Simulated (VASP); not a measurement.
# CdS (Fm-3m) in VASP: further runs

One crystal, CdS, is run at these levels: PBE; tasks: single point.

Everything below comes from runs of VASP 6.6.1. Logs are shortened: lines on timing, memory, paths and dates and some standing lists are left out, and cuts for length are marked.

**1. The crystal as given**

It takes space group Fm-3m (No. 225, cubic). Conventional cell: a = 5.506 Å, b = 5.506 Å, c = 5.506 Å, α = 90.00°, β = 90.00°, γ = 90.00°. Cd (site symmetry m-3m) is surrounded by 6 S at 2.75 Å. S (site symmetry m-3m) has 6 Cd at 2.75 Å as nearest neighbours.

Measurements of this composition are mostly on another form, of space group No. 186.

**2. Single point, PBE**

The input, INCAR:

```
  PREC = Accurate
  ENCUT = 520
  EDIFF = 1E-6
  ISMEAR = 0
  SIGMA = 0.03
  LREAL = False
  LASPH = True
  NELM = 100
  ALGO = Normal
  ISIF = 2
  LWAVE = False
  LCHARG = False
  GGA = PE
  NBANDS = 16
```

The input, KPOINTS:

```
regular mesh
0
Gamma
  10 10 10
```

The input, POSCAR:

```
CdS
1.0
    0.0000000000      2.7532440000      2.7532440000
    2.7532440000      0.0000000000      2.7532440000
    2.7532440000      2.7532440000      0.0000000000
Cd S
1 1
Direct
    0.0000000000      0.0000000000      0.0000000000
    0.5000000000      0.5000000000      0.5000000000
```

Potentials or basis: VASP PAW PBE potentials, release 64 (Cd, S).

The run is started by

```console
cat potpaw_PBE.64/Cd/POTCAR potpaw_PBE.64/S/POTCAR > POTCAR
mpirun -np 1 vasp_std > vasp.out
```

OUTCAR:

```text
PREC = Accurate
   ENCUT = 520
   EDIFF = 1E-6
   ISMEAR = 0
   LREAL = False
   LASPH = True
   NELM = 100
   ISIF = 2
   GGA = PE

 ion  position               nearest neighbor table
   1  0.000  0.000  0.000-   2 2.75   2 2.75   2 2.75   2 2.75   2 2.75   2 2.75
   2  0.500  0.500  0.500-   1 2.75   1 2.75   1 2.75   1 2.75   1 2.75   1 2.75

  LATTYP: Found a face centered cubic cell.
 ALAT       =     5.5064880000

  Lattice vectors:

 A1 = (   0.0000000000,   2.7532440000,   2.7532440000)
 A2 = (   2.7532440000,   0.0000000000,   2.7532440000)
 A3 = (   2.7532440000,   2.7532440000,   0.0000000000)

Analysis of symmetry for initial positions (statically):
=====================================================================
 Subroutine PRICEL returns:
 Original cell was already a primitive cell.

 Routine SETGRP: Setting up the symmetry group for a
 face centered cubic supercell.

 Subroutine GETGRP returns: Found 48 space group operations
 (whereof 48 operations were pure point group operations)
 out of a pool of 48 trial point group operations.

The static configuration has the point symmetry O_h .

Analysis of symmetry for dynamics (positions and initial velocities):
=====================================================================
 Subroutine PRICEL returns:
 Original cell was already a primitive cell.

 Routine SETGRP: Setting up the symmetry group for a
 face centered cubic supercell.

 Subroutine GETGRP returns: Found 48 space group operations
 (whereof 48 operations were pure point group operations)
 out of a pool of 48 trial point group operations.

The dynamic configuration has the point symmetry O_h .

 Subroutine INISYM returns: Found 48 space group operations
 (whereof 48 operations are pure point group operations),
 and found     1 'primitive' translations

----------------------------------------------------------------------------------------

                                     Primitive cell

  volume of cell :      41.7411

  direct lattice vectors                    reciprocal lattice vectors
     0.000000000  2.753244000  2.753244000    -0.181603955  0.181603955  0.181603955
     2.753244000  0.000000000  2.753244000     0.181603955 -0.181603955  0.181603955
     2.753244000  2.753244000  0.000000000     0.181603955  0.181603955 -0.181603955

  length of vectors
     3.893675005  3.893675005  3.893675005     0.314547277  0.314547277  0.314547277

  position of ions in fractional coordinates (direct lattice)
     0.000000000  0.000000000  0.000000000
     0.500000000  0.500000000  0.500000000

  ion indices of the primitive-cell ions
   primitive index   ion index
                 1           1
                 2           2

----------------------------------------------------------------------------------------

 KPOINTS: regular mesh

Automatic generation of k-mesh.
 Grid dimensions read from file:
 generate k-points for:   10   10   10

 Generating k-lattice:

  Cartesian coordinates                     Fractional coordinates (reciprocal lattice)
    -0.018160396  0.018160396  0.018160396     0.100000000  0.000000000  0.000000000
     0.018160396 -0.018160396  0.018160396     0.000000000  0.100000000  0.000000000
     0.018160396  0.018160396 -0.018160396     0.000000000  0.000000000  0.100000000

  Length of vectors
     0.031454728  0.031454728  0.031454728

  Shift w.r.t. Gamma in fractional coordinates (k-lattice)
     0.000000000  0.000000000  0.000000000

 Subroutine IBZKPT returns following result:
 ===========================================

 Found     47 irreducible k-points:

 Following reciprocal coordinates:
            Coordinates               Weight
  0.000000  0.000000  0.000000      1.000000
  0.100000  0.000000  0.000000      8.000000
  0.200000  0.000000  0.000000      8.000000
  0.300000  0.000000  0.000000      8.000000
  0.400000  0.000000  0.000000      8.000000
  0.500000  0.000000  0.000000      4.000000
[... 16 lines left out ...]
  0.300000  0.300000  0.000000      6.000000
  0.400000  0.300000  0.000000     24.000000
 [... further k-points ...]
   k-points           NKPTS =     47   k-points in BZ     NKDIM =     47   number of bands    NBANDS=     16
   number of dos      NEDOS =    301   number of ions     NIONS =      2
   total plane-waves  NPLWV =  27000
   dimension x,y,z NGX =    30 NGY =   30 NGZ =   30
   dimension x,y,z NGXF=    60 NGYF=   60 NGZF=   60
   ions per type =               1   1
   NGX,Y,Z   is equivalent  to a cutoff of  12.81, 12.81, 12.81 a.u.
   NGXF,Y,Z  is equivalent  to a cutoff of  25.62, 25.62, 25.62 a.u.
 SYSTEM =  unknown system
   PREC   = accura    normal or accurate (medium, high low for compatibility)
   ISTART =      0    job   : 0-new  1-cont  2-samecut
   ICHARG =      2    charge: 1-file 2-atom 10-const
   ISPIN  =      1    spin polarized calculation?
   LNONCOLLINEAR =      F non collinear calculations
   LSORBIT =      F    spin-orbit coupling
   LASPH  =      T    aspherical Exc in radial PAW
   ENCUT  =  520.0 eV  38.22 Ry    6.18 a.u.   7.24  7.24  7.24*2*pi/ulx,y,z
   NELM   =    100;   NELMIN=  2; NELMDL= -5     # of ELM steps
   EDIFF  = 0.1E-05   stopping-criterion for ELM
   LREAL  =      F    real-space projection
   EDIFFG = 0.1E-04   stopping-criterion for IOM
   NSW    =      0    number of steps for IOM
   IBRION =     -1    ionic relax: 0-MD 1-quasi-New 2-CG
   NFREE  =      0    steps in history (QN), initial steepest desc. (CG)
   ISIF   =      2    stress and relaxation
   ISYM   =      2    0-nonsym 1-usesym 2-fastsym
   POTIM  = 0.5000    time-step for ionic-motion
   TEBEG  =    0.0;   TEEND  =   0.0 temperature during run
   PSTRESS=    0.0 pullay stress
   NELECT =      18.0000    total number of electrons
   NUPDOWN=      -1.0000    fix difference up-down
   EMIN   =  10.00;   EMAX   =-10.00  energy-range for DOS
   EFERMI =   0.00;   METHOD = LEGACY
   ISMEAR =     0;   SIGMA  =   0.03  broadening in eV -4-tet -1-fermi 0-gaus
   EFERMI_NEDOS =   21; number of points for ismear=-14 and -15
   IALGO  =     38    algorithm
   IMIX   =      4    mixing-type and parameters
     AMIX     =   0.40;   BMIX     =  1.00
     AMIX_MAG =   1.60;   BMIX_MAG =  1.00
  volume/ion in A,a.u.               =      20.87       140.84
  Fermi-wavevector in a.u.,A,eV,Ry     =   1.236833  2.337275 20.813583  1.529755
  Thomas-Fermi vector in A             =   2.371425
   LORBIT       =      0    0 simple, 1 ext, 2 COOP (PROOUT), +10 PAW based schemes
   GGA     = PE    functional components
   LHFCALC =     F    Hartree Fock is set to
   AEXX    =    0.0000 exact exchange contribution
   IVDW    =     0    specifies the selected vdW correction
   LEPSILON=     F    determine dielectric tensor
   LRPA    =     F    only Hartree local field effects (RPA)
 non-spin polarized calculation
 Gauss-broadening in eV      SIGMA  =   0.03
  energy-cutoff  :      520.00
  volume of cell :       41.74
 maximum number of plane-waves:      1158
 NGX is ok and might be reduce to    30
   NGX = 15   NGY = 15   NGZ = 15

 number of electron      18.0000005 magnetization

 Free energy of the ion-electron system (eV)
  ---------------------------------------------------
  ext. energy  EPLUGINS =         0.00000000
  ---------------------------------------------------
  free energy    TOTEN  =        -5.87736121 eV

  energy without entropy =       -5.87736121  energy(sigma->0) =       -5.87736121

 E-fermi :   2.8439     XC(G=0): -10.3035

 val. band max:        2.7215694812   @ k =  -0.2000   0.2000   0.0000
 cond. band min:       2.9677132548   @ k =   0.5000   0.5000   0.0000
 fundamental gap:      0.2461437736
 Fermi energy:         2.8438860768

 k-point     1 :       0.0000    0.0000    0.0000
  band No.  band energies     occupation
      1      -9.9465      2.00000
      2      -4.8588      2.00000
      3      -4.8588      2.00000
      4      -4.8588      2.00000
      5      -4.8585      2.00000
      6      -4.8585      2.00000
[... 8 lines left out ...]
     15      14.0312      0.00000
     16      14.0574      0.00000

 k-point     2 :       0.1000    0.0000    0.0000
  band No.  band energies     occupation
      1      -9.8632      2.00000
      2      -4.8875      2.00000
      3      -4.8875      2.00000
      4      -4.8673      2.00000
      5      -4.8407      2.00000
      6      -4.8407      2.00000
[... 8 lines left out ...]
     15      13.0458      0.00000
     16      13.8324      0.00000

 k-point     3 :       0.2000    0.0000    0.0000
  band No.  band energies     occupation
      1      -9.6299      2.00000
      2      -4.9616      2.00000
      3      -4.9616      2.00000
      4      -4.8969      2.00000
      5      -4.7929      2.00000
      6      -4.7929      2.00000
[... 8 lines left out ...]
     15      13.1715      0.00000
     16      13.5514      0.00000

 k-point     4 :       0.3000    0.0000    0.0000
  band No.  band energies     occupation
      1      -9.3027      2.00000
      2      -5.0501      2.00000
      3      -5.0501      2.00000
      4      -4.9575      2.00000
      5      -4.7329      2.00000
      6      -4.7329      2.00000
[... 8 lines left out ...]
     15      13.9988      0.00000
     16      13.9988      0.00000
[... 324 lines left out ...]
 k-point    22 :      -0.2000    0.2000    0.0000
  band No.  band energies     occupation
      1      -9.2435      2.00000
      2      -5.0735      2.00000
      3      -5.0243      2.00000
      4      -4.8956      2.00000
      5      -4.7606      2.00000
      6      -4.6651      2.00000
[... 8 lines left out ...]
     15      15.9497      0.00000
     16      15.9947      0.00000

 k-point    23 :       0.3000    0.3000    0.0000
  band No.  band energies     occupation
      1      -9.2819      2.00000
      2      -4.9555      2.00000
      3      -4.8683      2.00000
      4      -4.7907      2.00000
      5      -4.7112      2.00000
      6      -4.7112      2.00000
[... 8 lines left out ...]
     15      15.9733      0.00000
     16      17.9357      0.00000

 k-point    24 :       0.4000    0.3000    0.0000
  band No.  band energies     occupation
      1      -9.1488      2.00000
      2      -4.9680      2.00000
      3      -4.8219      2.00000
      4      -4.7447      2.00000
      5      -4.6577      2.00000
      6      -4.6062      2.00000
[... 8 lines left out ...]
     15      16.5261      0.00000
     16      17.8456      0.00000

 [... further k-points ...]

------------------------ aborting loop because EDIFF is reached ----------------------------------------

  FORCE on cell =-STRESS in cart. coord.  units (eV):
  Direction    XX          YY          ZZ          XY          YZ          ZX
  --------------------------------------------------------------------------------------
  -------------------------------------------------------------------------------------
  Total       -0.0215271     -0.0215271     -0.0215271     -0.0000000      0.0000000      0.0000000
  in kB       -0.8262900     -0.8262900     -0.8262900     -0.0000000      0.0000000      0.0000000
  external PRESSURE =      -0.8262900 kB  Pullay stress =       0.0000000 kB

 VOLUME and BASIS-vectors are now :
 -----------------------------------------------------------------------------
  energy-cutoff  :      520.00
  volume of cell :       41.74
      direct lattice vectors                 reciprocal lattice vectors
     0.000000000  2.753244000  2.753244000    -0.181603955  0.181603955  0.181603955
     2.753244000  0.000000000  2.753244000     0.181603955 -0.181603955  0.181603955
     2.753244000  2.753244000  0.000000000     0.181603955  0.181603955 -0.181603955

 POSITION                                       TOTAL-FORCE (eV/Angst)
 -----------------------------------------------------------------------------------
      0.00000      0.00000      0.00000         0.000000      0.000000      0.000000
      2.75324      2.75324      2.75324         0.000000     -0.000000     -0.000000
 -----------------------------------------------------------------------------------
    total drift:                               -0.000000      0.000000      0.000000

  FREE ENERGIE OF THE ION-ELECTRON SYSTEM (eV)
  ---------------------------------------------------
  free  energy   TOTEN  =        -5.8773612127 eV

  energy  without entropy=       -5.8773612126  energy(sigma->0) =       -5.87736121
```

Wall time 14 s (1 thread of Intel Xeon 6975P-C (Granite Rapids), shared host); peak memory 0.18 GiB.

What came out:

```yaml
Free_energy: -5.8774 eV
Pressure: -0.1 GPa
Band_gap_on_the_k_mesh: 0.25 eV, indirect (least direct gap 1.53 eV)
```

A k mesh can miss the band edges.

**3. Single point, PBE**

The input, INCAR:

```
SYSTEM = CdS
PREC     = Accurate       ! precision mode
ENCUT    = 520            ! plane-wave cutoff, eV
EDIFF    = 1E-6           ! SCF threshold, eV
ISMEAR   = 0              ! smearing method
SIGMA    = 0.03           ! smearing width, eV
LREAL    = .False.        ! projectors in reciprocal space
LASPH    = .True.         ! aspherical terms in the spheres
NELM     = 60             ! most SCF steps
ALGO     = Fast           ! electronic algorithm
ISIF     = 2              ! what is computed and relaxed
LWAVE    = .False.        ! write WAVECAR
LCHARG   = .False.        ! write CHGCAR
GGA      = PE             ! functional
NBANDS   = 16             ! bands
```

The input, KPOINTS:

```
regular mesh
0
Gamma
  12 12 12
  0 0 0
```

POSCAR is that of step 2.

Potentials or basis: VASP PAW PBE potentials, release 64 (Cd, S).

The run is started by

```console
cat potpaw_PBE.64/Cd/POTCAR potpaw_PBE.64/S/POTCAR > POTCAR
mpirun -np 1 vasp_std > vasp.out
```

OUTCAR:

```text
SYSTEM = CdS
   PREC = Accurate
   ENCUT = 520
   EDIFF = 1E-6
   ISMEAR = 0
   LREAL = .False.
   LASPH = .True.
   NELM = 60
   ISIF = 2
   GGA = PE

 ion  position               nearest neighbor table
   1  0.000  0.000  0.000-   2 2.75   2 2.75   2 2.75   2 2.75   2 2.75   2 2.75
   2  0.500  0.500  0.500-   1 2.75   1 2.75   1 2.75   1 2.75   1 2.75   1 2.75

  LATTYP: Found a face centered cubic cell.
 ALAT       =     5.5064880000

  Lattice vectors:

 A1 = (   0.0000000000,   2.7532440000,   2.7532440000)
 A2 = (   2.7532440000,   0.0000000000,   2.7532440000)
[... 645 lines left out ...]

  FORCE on cell =-STRESS in cart. coord.  units (eV):
  Direction    XX          YY          ZZ          XY          YZ          ZX
  --------------------------------------------------------------------------------------
  -------------------------------------------------------------------------------------
  Total       -0.0165735     -0.0165735     -0.0165735     -0.0000000      0.0000000      0.0000000
  in kB       -0.6361535     -0.6361535     -0.6361535     -0.0000000      0.0000000      0.0000000
  external PRESSURE =      -0.6361535 kB  Pullay stress =       0.0000000 kB

 VOLUME and BASIS-vectors are now :
 -----------------------------------------------------------------------------
  energy-cutoff  :      520.00
  volume of cell :       41.74
      direct lattice vectors                 reciprocal lattice vectors
     0.000000000  2.753244000  2.753244000    -0.181603955  0.181603955  0.181603955
     2.753244000  0.000000000  2.753244000     0.181603955 -0.181603955  0.181603955
     2.753244000  2.753244000  0.000000000     0.181603955  0.181603955 -0.181603955

 POSITION                                       TOTAL-FORCE (eV/Angst)
 -----------------------------------------------------------------------------------
      0.00000      0.00000      0.00000         0.000000      0.000000      0.000000
      2.75324      2.75324      2.75324         0.000000      0.000000     -0.000000
 -----------------------------------------------------------------------------------
    total drift:                               -0.000000      0.000000      0.000000

  FREE ENERGIE OF THE ION-ELECTRON SYSTEM (eV)
  ---------------------------------------------------
  free  energy   TOTEN  =        -5.8774750797 eV

  energy  without entropy=       -5.8774750797  energy(sigma->0) =       -5.87747508
```

stdout:

```text
POSCAR found type information on POSCAR CdS
 POSCAR found :  2 types and       2 ions
 scaLAPACK will be used
 LDA part: xc-table for (Slater+PW92), standard interpolation
 POSCAR, INCAR and KPOINTS ok, starting setup
 FFT: planning ... GRIDC
 FFT: planning ... GRID_SOFT
 FFT: planning ... GRID
 WAVECAR not read
 entering main loop
```

It took 21 s on 1 thread of Intel Xeon 6975P-C (Granite Rapids), shared host; peak memory 0.19 GiB.

What came out:

| Property | Result |
| --- | --- |
| Free energy | -5.8775 eV |
| Pressure | -0.1 GPa |
| Band gap on the k mesh | 0.25 eV, indirect (least direct gap 1.53 eV) |

Levels at points of the mesh, in eV from the valence-band top:
| k point | band 5 | band 6 | band 7 | band 8 | band 9 | band 10 | band 11 | band 12 | band 13 | band 14 |
| --- | --- | --- | --- | --- | --- | --- | --- | --- | --- | --- |
| (0.00, 0.00, 0.00) | -7.58 | -7.58 | -0.70 | -0.70 | -0.70 | 0.83 | 9.23 | 9.23 | 9.23 | 11.31 |
| (0.50, 0.00, 0.00) | -7.38 | -7.38 | -4.76 | -0.01 | -0.01 | 3.53 | 5.92 | 5.92 | 6.65 | 12.20 |
| (0.50, 0.50, 0.00) | -7.32 | -6.68 | -4.11 | -2.06 | -2.06 | 0.25 | 6.07 | 9.73 | 11.12 | 11.12 |

A k mesh can miss the band edges. As with any semilocal functional, this PBE gap is likely too small.
